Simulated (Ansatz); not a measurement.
MoP, DFT, PBEsol, PAW with Ansatz's default frozen-core files, scalar-relativistic (Ansatz 0.2.0), run on 1 thread of Arm Neoverse V2 on a shared host.

The cell comes from COD entry 1539074, which wasn't checked; take it as a given geometry.

Command: `ansatz run input.yaml --threads 1 --pin off --max-ram 3072MiB --backend cpu --events-out ev --progress --plain --runs-dir out`

```yaml
crystal:
  lattice:
    - [3.2230000535, 0.0, 0.0]
    - [-1.6115000268, 2.7911999227, 0.0]
    - [0.0, 0.0, 3.191]
  atoms:
    - { symbol: Mo, position: [0.0, 0.0, 0.0] }
    - { symbol: P, position: [0.3333333333, 0.6666666667, 0.5] }
kpoints:
  mp_grid: { grid: [15, 15, 13] }
  band_path:
    path:
      - [0.0, 0.0, 0.0]
      - [0.5, 0.0, 0.0]
      - [0.3333333333, 0.3333333333, 0.0]
      - [0.0, 0.0, 0.0]
      - [0.0, 0.0, 0.5]
      - [0.5, 0.0, 0.5]
      - [0.3333333333, 0.3333333333, 0.5]
      - [0.0, 0.0, 0.5]
      - [0.5, 0.0, 0.5]
    npoints: 14
scf:
  occupations: { method: fermi_dirac, width: 0.08 }
hamiltonian:
  xc: pbesol
  pseudopotentials: { kind: paw }
output:
  forces: true
  stress: true
  eigenvalues: true
  efg: { contact_densities: true }
  populations: true
  bader: true
  dos: { projected: true, de: 0.2, e_range: [-14, 8] }
  write_density: true
  write_potential: true
  elf: true
  volumetric_format: npy
```

Task: How large is the problem that the program sets up?

Result: 189 irreducible k-points, 551 plane waves at Γ, 14 bands.

Task: About how long does it take, and how much memory does it use?

Result: 24 s of wall time for 6 SCF iterations, with a peak of 0.41 GiB. Times on shared machines scatter by tens of per cent.

Task: And the same cell and mesh by LAPW (all electrons), asked for forces, stress, eigenvalues, populations, dos and the same band path, on the same hardware?

Result: 80 s, peak memory 0.59 GiB.

Task: And the same cell and mesh by crystal-made all-electron datasets, asked for forces, stress, eigenvalues, efg and the same band path, on the same hardware?

Result: 33 s, peak memory 0.64 GiB.
